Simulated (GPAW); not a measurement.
# AlN (P6_3mc) in GPAW: further runs

The runs below take AlN through single point, with PBE, BLYP.

All numbers are computed with GPAW 26.7.0; they aren't measurements. Logs are shortened: lines on timing, memory, paths and dates and some standing lists are left out, and cuts for length are marked. The log counts tension as positive stress, the text compression.

**The experiment to reproduce.**

“Structural and optical properties of self-assembled AlN nanowires grown on SiO2/Si substrates by molecular beam epitaxy”, 2024, arxiv:2402.00216 quotes, for a bulk crystal of AlN at 0 K: band gap 6.0343 eV (an exciton energy, a little under the gap).

From “Self-assembly of well-separated AlN nanowires directly on sputtered metallic TiN films”, 2019, arxiv:1910.07391, for a bulk crystal of AlN at 10 K: band gap 6.034 eV (an exciton energy, a little under the gap).

The runs below are set against these values where they give the same quantity.

## (1) The crystal as given

It takes space group P6_3mc (No. 186, hexagonal). Conventional cell: a = 3.113 Å, b = 3.113 Å, c = 4.981 Å, α = 90.00°, β = 90.00°, γ = 120.00°. Around Al (site symmetry 3m) lie 4 N at 1.89 Å. N (site symmetry 3m) is surrounded by 4 Al at 1.89 Å.

## (2) Single point, PBE

run.py

```python
from ase import Atoms
from ase.dft.bandgap import bandgap
from ase.io import write
from ase.units import GPa
from gpaw import GPAW, PW

atoms = Atoms(['Al', 'Al', 'N', 'N'],
              cell=[[3.113, 0.0, 0.0],
                    [-1.5565, 2.695937082, 0.0],
                    [0.0, 0.0, 4.981]],
              scaled_positions=[[0.6666666667, 0.3333333333, 0.5],
                                [0.3333333333, 0.6666666667, 0.0],
                                [0.6666666667, 0.3333333333, 0.88],
                                [0.3333333333, 0.6666666667, 0.38]],
              pbc=True)

calc = GPAW(mode=PW(600),
            xc='PBE',
            kpts={'size': (8, 8, 5), 'gamma': True},
            occupations={'name': 'fermi-dirac', 'width': 0.01},
            nbands=18,
            convergence={'density': 1e-05, 'energy': 1e-05},
            maxiter=150,
            txt='gpaw.txt')
atoms.calc = calc
energy = atoms.get_potential_energy()
forces = atoms.get_forces()
stress = atoms.get_stress()
calc.write('gs.gpw')
write('result.traj', atoms)
print(f'Energy: {energy:.6f} eV')
print('Forces (eV/A):')
print(forces.round(4))
print('Stress (GPa):', (stress / GPa).round(3))
print('Fermi level:', round(calc.get_fermi_level(), 4), 'eV')
print(f'Gap: {bandgap(calc)[0]:.4f} eV, direct: {bandgap(calc, direct=True)[0]:.4f} eV')
```

Potentials or basis: GPAW PAW data sets (gpaw-data 1.2.1), pw.

Launch:

```
$ OMP_NUM_THREADS=1 python run.py
```

gpaw.txt:

```text
__  _  _
 | _ |_)|_||  |
 |__||  | ||/\| - 26.7.0

Input parameters:
  mode=PW(ecut=600.0),
  convergence={'density': 1e-05, 'energy': 1e-05},
  kpts=MonkhorstPack(size=(8, 8, 5), gamma=True),
  maxiter=150,
  nbands=18,
  occupations=Occupations(name='fermi-dirac', width=0.01),
  xc=XC(name='PBE')

Diagonalizing LCAO Hamiltonian
Converting LCAO to pw mode

           N

           Al
        N

        Al

Atoms  # Å, Bohr magnetons
|   | symbol |         x |        y |        z |    initial magnetic moments |
|---|--------|-----------|----------|----------|-----------------------------|
| 0 |     Al |  1.556500 | 0.898646 | 2.490500 | ( 0.0000,  0.0000,  0.0000) |
| 1 |     Al | -0.000000 | 1.797291 | 0.000000 | ( 0.0000,  0.0000,  0.0000) |
| 2 |      N |  1.556500 | 0.898646 | 4.383280 | ( 0.0000,  0.0000,  0.0000) |
| 3 |      N | -0.000000 | 1.797291 | 1.892780 | ( 0.0000,  0.0000,  0.0000) |

Unit cell  # Å
| periodic |         x |        y |        z |  lengths |     angles |
|----------|-----------|----------|----------|----------|------------|
|      yes |  3.113000 | 0.000000 | 0.000000 | 3.113000 |  90.000000 |
|      yes | -1.556500 | 2.695937 | 0.000000 | 3.113000 |  90.000000 |
|      yes |  0.000000 | 0.000000 | 4.981000 | 4.981000 | 120.000000 |

Number of symmetries: 6
Symmetry operations  # r_c * U_cc + t_c -> r_c
|   | kind |            matrix            |
|---|------|------------------------------|
| 0 |  σ   |  1, 1, 0,  0,-1, 0,  0, 0, 1 |
| 1 |  E   |  1, 0, 0,  0, 1, 0,  0, 0, 1 |
| 2 |  C3  |  0, 1, 0, -1,-1, 0,  0, 0, 1 |
| 3 |  σ   |  0,-1, 0, -1, 0, 0,  0, 0, 1 |
| 4 |  σ   | -1, 0, 0,  1, 1, 0,  0, 0, 1 |
| 5 |  C3  | -1,-1, 0,  1, 0, 0,  0, 0, 1 |

BZ-sampling:
  Number of BZ points: 320
  Number of IBZ points: 40

  Monkhorst-Pack size: [8, 8, 5]
  Monkhorst-Pack shift: [0.0625, 0.0625, 0.0]

K-points  # in reciprocal-cell coordinates
|     |                                coordinates |     weight |
|-----|--------------------------------------------|------------|
|   0 | (  0.00000000,   0.00000000,   0.00000000) | 0.00312500 |
|   1 | (  0.00000000,   0.00000000,   0.20000000) | 0.00625000 |
|   2 | (  0.00000000,   0.00000000,   0.40000000) | 0.00625000 |
|   3 | (  0.12500000,   0.00000000,  -0.40000000) | 0.01875000 |
|   4 | (  0.12500000,   0.00000000,  -0.20000000) | 0.01875000 |
|   5 | (  0.12500000,   0.00000000,   0.00000000) | 0.01875000 |
|   6 | (  0.12500000,   0.00000000,   0.20000000) | 0.01875000 |
|   7 | (  0.12500000,   0.00000000,   0.40000000) | 0.01875000 |
|   8 | (  0.25000000,  -0.12500000,   0.00000000) | 0.01875000 |
|   9 | (  0.25000000,  -0.12500000,   0.20000000) | 0.03750000 |
| ... |                                            |            |
|  39 | (  0.50000000,   0.50000000,   0.40000000) | 0.01875000 |

Plane wave coefficients: 1418
Cutoff: 600.0 eV

Spin-components: 1 (collinear spins)
Bands:           18
Projectors:      20
Spin-degeneracy: 2
Datatype:        complex128

Density:
  Valence electrons: 16.0
  Components: 1
  Grid points: [18 18 30]
  Charge: 0.0  # |e|

Potential:
  Grid points: [18 18 30]

species:
  Al:
    name:    Aluminium
    Z:       13.0
    valence: 3
    core:    10
    charge:  0.0  # [|e|]
    compensation charges:
      type: gauss
      rc: 0.34  # [Å]
      lmax: 2
    cutoffs:
      filter: 1.91  # [Å]
      core: 2.36  # [Å]
    projectors
    | kind |    occ | energy [eV] | rcut [Å] |
    |------|--------|-------------|----------|
    |   3s |  2.000 |      -7.753 |    1.085 |
    |   3p |  1.000 |      -2.712 |    1.085 |
    |    s |        |      19.459 |    1.085 |
    |    p |        |      24.499 |    1.085 |
    |    d |        |       0.000 |    1.085 |

    Using partial waves for Al as LCAO basis

  N:
    name:    Nitrogen
    Z:       7.0
    valence: 5
    core:    2
    charge:  0.0  # [|e|]
    compensation charges:
      type: gauss
      rc: 0.18  # [Å]
      lmax: 2
    cutoffs:
      filter: 1.11  # [Å]
      core: 0.96  # [Å]
    projectors
    | kind |    occ | energy [eV] | rcut [Å] |
    |------|--------|-------------|----------|
    |   2s |  2.000 |     -18.583 |    0.603 |
    |   2p |  3.000 |      -7.089 |    0.529 |
    |    s |        |       8.629 |    0.603 |
    |    p |        |      20.123 |    0.529 |
    |    d |        |       0.000 |    0.577 |

    Using partial waves for N as LCAO basis

Reference energy: -16170.289538  # eV

eigensolver:
  PPCG
  Converge bands: occupied
  niter=2

density mixing:
  MSR1-Mixer
  Pratt-step length: 0.05
  Maximum mixing coefficient: 0.75
  Old densities: 10
  SVD Regularization: 0.005
  Good broyden scale: 1.0
  Trust region scale: 1.0
  Backstep threshold: 4.0
  History deletion threshold: 6.0
  Fourier metric: weight=20.0, sigma=0.015

occupation numbers:
  Fermi-Dirac:
    width: 0.0100  # eV

poisson solver:
  ecut: 4800.0  # eV

xc functional:
  name: PBE with 2 nearest neighbor stencil

convergence criteria:
- Maximum integral of absolute [dens]ity change: 1e-05 electrons / valence electron
- Maximum [total energy] change in last 3 cyles: 1e-05 eV / valence electron
- Maximum integral of absolute [eigenst]ate change: 4e-08 eV^2 / valence electron
maximum number of iterations: 150

SCF iterations
|iter     | |      energy | eigst |  dens |
|---------|-|-------------|-------|-------|
|iter:   1| |  -33.297803 | -0.28 |       |
|iter:   2| |  -32.278891 | -2.07 | -0.55 |
|iter:   3| |  -29.333775 | -0.76 | -0.60 |
|iter:   4| |  -29.356800 | -2.90 | -1.24 |
|iter:   5| |  -29.369515 | -3.42 | -1.54 |
|iter:   6| |  -29.369618 | -5.26 | -2.75 |
|iter:   7| |  -29.369640c| -6.39 | -3.14 |
|iter:   8| |  -29.369640c| -7.90c| -4.32 |
|iter:   9| |  -29.369640c| -7.59c| -4.59 |
|iter:  10| |  -29.369640c| -8.26c| -4.95 |
|iter:  11| |  -29.369640c| -9.57c| -5.82c|

Converged in 11 steps
Energy contributions relative to reference atoms: (reference = -16170.289538)

Energy contributions:
  Kinetic:          32.379205
  Coulomb:         -27.318297
  Zero:             -0.036108
  External:          0.000000
  Xc:              -34.394440
  Entropy:          -0.000000
  Spinorbit:         0.000000
  ----------------------------
  Free energy:     -29.369640
  Extrapolated:    -29.369640

dipole moment: (-0.000000, -0.000001, -6.829182)  # |e|*Ang

Fermi level: 6.490
Eigenvalues  # (at kpt = [0.000, 0.000, 0.000])
| band index |      eig [eV] | occ [0-2] |
|------------|---------------|-----------|
|          0 |        -9.046 |     2.000 |
|          1 |        -6.900 |     2.000 |
|          2 |         0.156 |     2.000 |
|          3 |         5.313 |     2.000 |
|          4 |         5.313 |     2.000 |
|          5 |         5.964 |     2.000 |
[... 8 lines left out ...]
|         14 |        19.301 |     0.000 |
|         15 |        19.302 |     0.000 |
|        ... |               |           |
|         17 |        20.967 |     0.000 |

Gap: 4.199 eV
Transition (v -> c):
  (s=0, k=0, n=7, [0.00, 0.00, 0.00]) -> (s=0, k=0, n=8, [0.00, 0.00, 0.00])
No difference between direct/indirect transitions

Forces  # eV/Ang
|        x |       y |        z |
|----------|---------|----------|
|  0.00000 | 0.00000 | -0.13274 |  # Al   0
| -0.00000 | 0.00000 | -0.13272 |  # Al   1
| -0.00000 | 0.00000 |  0.13292 |  # N    2
|  0.00000 | 0.00000 |  0.13290 |  # N    3

Stress tensor  # eV/Ang^3
|        x |         y |         z |
|----------|-----------|-----------|
| 0.013307 |  0.000000 |  0.000000 |
| 0.000000 |  0.013307 | -0.000000 |
| 0.000000 | -0.000000 |  0.003622 |

# Writing to gs.gpw (mode='')
```

stdout:

```text
Energy: -29.369640 eV
Forces (eV/A):
[[ 0.      0.     -0.1327]
 [-0.      0.     -0.1327]
 [-0.      0.      0.1329]
 [ 0.      0.      0.1329]]
Stress (GPa): [ 2.132  2.132  0.58  -0.     0.     0.   ]
Fermi level: 6.4899 eV
Gap: 4.1990 eV, direct: 4.1990 eV
```

Run time: 17 s. Hardware: 1 thread of Arm Neoverse V2, shared host; peak memory 0.16 GiB.

What came out:

* Free energy: -29.3696 eV
* Pressure: -1.6 GPa
* Largest force: 0.133 eV/Å
* Band gap on the k mesh: 4.20 eV, direct

Forces in eV/Å, atoms in the order of the input:
```
Al   0.000  0.000 -0.133
Al   0.000  0.000 -0.133
N    0.000  0.000  0.133
N    0.000  0.000  0.133
```

Caveat: the cutoff is short for stress and forces, so pressures can be off by a GPa or more.

## (3) Single point, BLYP

run.py

```python
from ase.dft.bandgap import bandgap
from ase.io import read, write
from ase.units import GPa
from gpaw import GPAW, PW, setup_paths

setup_paths.insert(0, '.')

atoms = read('AlN.cif')

calc = GPAW(mode=PW(600),
            xc='BLYP',
            kpts={'size': (8, 8, 5), 'gamma': True},
            occupations={'name': 'fermi-dirac', 'width': 0.01},
            nbands=18,
            convergence={'density': 1e-05, 'energy': 1e-05},
            maxiter=150,
            txt='gpaw.txt')
atoms.calc = calc
energy = atoms.get_potential_energy()
forces = atoms.get_forces()
stress = atoms.get_stress()
calc.write('gs.gpw')
write('result.traj', atoms)
print(f'Energy: {energy:.6f} eV')
print('Forces (eV/A):')
print(forces.round(4))
print('Stress (GPa):', (stress / GPa).round(3))
print('Fermi level:', round(calc.get_fermi_level(), 4), 'eV')
print(f'Gap: {bandgap(calc)[0]:.4f} eV, direct: {bandgap(calc, direct=True)[0]:.4f} eV')
```

AlN.cif

```cif
data_AlN
_cell_length_a 3.11300000
_cell_length_b 3.11300000
_cell_length_c 4.98100000
_cell_angle_alpha 90.00000000
_cell_angle_beta 90.00000000
_cell_angle_gamma 120.00000000
_space_group_name_H-M_alt 'P6_3mc'
_space_group_name_Hall 'P 6c -2c'
_space_group_IT_number 186
loop_
_space_group_symop_operation_xyz
'x,y,z'
'x-y,x,z+1/2'
'-y,x-y,z'
'-x,-y,z+1/2'
'-x+y,-x,z'
'y,-x+y,z+1/2'
'y,x,z+1/2'
'x,x-y,z'
'x-y,-y,z+1/2'
'-y,-x,z'
'-x,-x+y,z+1/2'
'-x+y,y,z'
loop_
_atom_site_label
_atom_site_type_symbol
_atom_site_symmetry_multiplicity
_atom_site_Wyckoff_symbol
_atom_site_fract_x
_atom_site_fract_y
_atom_site_fract_z
_atom_site_occupancy
Al1 Al 2 b 0.6666666667 0.3333333333 0.5000000000 1
N1 N 2 b 0.6666666667 0.3333333333 0.8800000000 1
```

Potentials or basis: PAW data sets generated in the run's folder for this functional, pw.

Launch:

```
$ gpaw-setup -f BLYP Al N
$ OMP_NUM_THREADS=1 python run.py
```

gpaw.txt:

```text
__  _  _
 | _ |_)|_||  |
 |__||  | ||/\| - 26.7.0

Input parameters:
  mode=PW(ecut=600.0),
  convergence={'density': 1e-05, 'energy': 1e-05},
  kpts=MonkhorstPack(size=(8, 8, 5), gamma=True),
  maxiter=150,
  nbands=18,
  occupations=Occupations(name='fermi-dirac', width=0.01),
  xc=XC(name='BLYP')

Diagonalizing LCAO Hamiltonian
Converting LCAO to pw mode

           N

           Al
        N

        Al

Atoms  # Å, Bohr magnetons
|   | symbol |        x |        y |        z |    initial magnetic moments |
|---|--------|----------|----------|----------|-----------------------------|
| 0 |     Al | 1.556500 | 0.898646 | 2.490500 | ( 0.0000,  0.0000,  0.0000) |
| 1 |     Al | 0.000000 | 1.797291 | 0.000000 | ( 0.0000,  0.0000,  0.0000) |
| 2 |      N | 1.556500 | 0.898646 | 4.383280 | ( 0.0000,  0.0000,  0.0000) |
| 3 |      N | 0.000000 | 1.797291 | 1.892780 | ( 0.0000,  0.0000,  0.0000) |

Unit cell  # Å
| periodic |         x |        y |        z |  lengths |     angles |
|----------|-----------|----------|----------|----------|------------|
|      yes |  3.113000 | 0.000000 | 0.000000 | 3.113000 |  90.000000 |
|      yes | -1.556500 | 2.695937 | 0.000000 | 3.113000 |  90.000000 |
|      yes |  0.000000 | 0.000000 | 4.981000 | 4.981000 | 120.000000 |

Number of symmetries: 6
Symmetry operations  # r_c * U_cc + t_c -> r_c
|   | kind |            matrix            |
|---|------|------------------------------|
| 0 |  σ   |  1, 1, 0,  0,-1, 0,  0, 0, 1 |
| 1 |  E   |  1, 0, 0,  0, 1, 0,  0, 0, 1 |
| 2 |  C3  |  0, 1, 0, -1,-1, 0,  0, 0, 1 |
| 3 |  σ   |  0,-1, 0, -1, 0, 0,  0, 0, 1 |
| 4 |  σ   | -1, 0, 0,  1, 1, 0,  0, 0, 1 |
[... 130 lines left out ...]
|iter:   1| |  -32.235364 | -0.28 |       |
|iter:   2| |  -31.014402 | -1.99 | -0.52 |
|iter:   3| |  -27.443410 | -0.67 | -0.57 |
|iter:   4| |  -27.448148 | -2.94 | -1.21 |
|iter:   5| |  -27.456356 | -3.53 | -1.51 |
|iter:   6| |  -27.456551 | -5.44 | -2.66 |
|iter:   7| |  -27.456600 | -6.02 | -3.03 |
|iter:   8| |  -27.456600c| -7.62c| -4.24 |
|iter:   9| |  -27.456600c| -7.56c| -4.49 |
|iter:  10| |  -27.456600c| -7.66c| -4.85 |
|iter:  11| |  -27.456600c| -8.97c| -5.77c|

Converged in 11 steps
Energy contributions relative to reference atoms: (reference = -16182.060368)

Energy contributions:
  Kinetic:          33.456207
  Coulomb:         -27.499373
  Zero:             -0.030983
  External:          0.000000
  Xc:              -33.382450
  Entropy:          -0.000000
  Spinorbit:         0.000000
  ----------------------------
  Free energy:     -27.456600
  Extrapolated:    -27.456600

dipole moment: (-0.000000, -0.000001, -6.928875)  # |e|*Ang

Fermi level: 6.755
Eigenvalues  # (at kpt = [0.000, 0.000, 0.000])
| band index |      eig [eV] | occ [0-2] |
|------------|---------------|-----------|
|          0 |        -8.550 |     2.000 |
|          1 |        -6.439 |     2.000 |
|          2 |         0.691 |     2.000 |
|          3 |         5.720 |     2.000 |
|          4 |         5.720 |     2.000 |
|          5 |         6.356 |     2.000 |
[... 8 lines left out ...]
|         14 |        19.788 |     0.000 |
|         15 |        19.788 |     0.000 |
|        ... |               |           |
|         17 |        21.721 |     0.000 |

Gap: 4.530 eV
Transition (v -> c):
  (s=0, k=0, n=7, [0.00, 0.00, 0.00]) -> (s=0, k=0, n=8, [0.00, 0.00, 0.00])
No difference between direct/indirect transitions

Forces  # eV/Ang
|        x |        y |        z |
|----------|----------|----------|
|  0.00000 | -0.00000 | -0.11552 |  # Al   0
| -0.00000 |  0.00000 | -0.11550 |  # Al   1
| -0.00000 |  0.00000 |  0.11267 |  # N    2
|  0.00000 | -0.00000 |  0.11264 |  # N    3

Stress tensor  # eV/Ang^3
|         x |         y |         z |
|-----------|-----------|-----------|
|  0.002066 | -0.000000 |  0.000000 |
| -0.000000 |  0.002066 |  0.000000 |
|  0.000000 |  0.000000 | -0.010775 |

# Writing to gs.gpw (mode='')
```

Run time: 24 s. Hardware: 1 thread of Arm Neoverse V1, shared host; peak memory 0.16 GiB.

Results:

```
Free energy            : -27.4566 eV
Pressure               : 0.4 GPa
Largest force          : 0.116 eV/Å
Band gap on the k mesh : 4.53 eV, direct
```

Forces in eV/Å, atoms in the order of the input:
```
Al   0.000  0.000 -0.116
Al   0.000  0.000 -0.116
N    0.000  0.000  0.113
N    0.000  0.000  0.113
```

Levels at points of the mesh, in eV from the valence-band top:
| k point | band 4 | band 5 | band 6 | band 7 | band 8 | band 9 | band 10 | band 11 | band 12 | band 13 |
| --- | --- | --- | --- | --- | --- | --- | --- | --- | --- | --- |
| (0.00, 0.00, 0.00) | -0.82 | -0.82 | -0.18 | -0.18 | 0.00 | 4.53 | 6.86 | 10.89 | 11.30 | 11.30 |
| (0.50, 0.50, 0.00) | -4.07 | -3.27 | -2.03 | -1.71 | -0.65 | 6.10 | 6.11 | 8.42 | 10.54 | 11.08 |

Caveat: the cutoff is short for stress and forces, so pressures can be off by a GPa or more.

## (4) Comparison with measurements

Step 2. A measured gap of AlN is 6.0343 eV (an exciton energy, a little under the gap; 0 K; quoted in “Structural and optical properties of self-assembled AlN nanowires grown on SiO2/Si substrates by molecular beam epitaxy”, 2024, arxiv:2402.00216); the calculated 4.20 eV misses it by -1.84 eV. 2 values of this kind are on record (6.034 to 6.0343 eV); this one was drawn at random. The value is that of PBE, without temperature or zero-point motion. Semilocal functionals fall short of measured gaps as a rule.

Step 3. Against the measured gap of AlN, 6.034 eV (an exciton energy, a little under the gap; 10 K; quoted in “Self-assembly of well-separated AlN nanowires directly on sputtered metallic TiN films”, 2019, arxiv:1910.07391), the calculated 4.53 eV is off by -1.50 eV. 2 values of this kind are on record (6.034 to 6.0343 eV); this one was drawn at random. The value is that of BLYP, without temperature or zero-point motion. Semilocal functionals fall short of measured gaps as a rule.
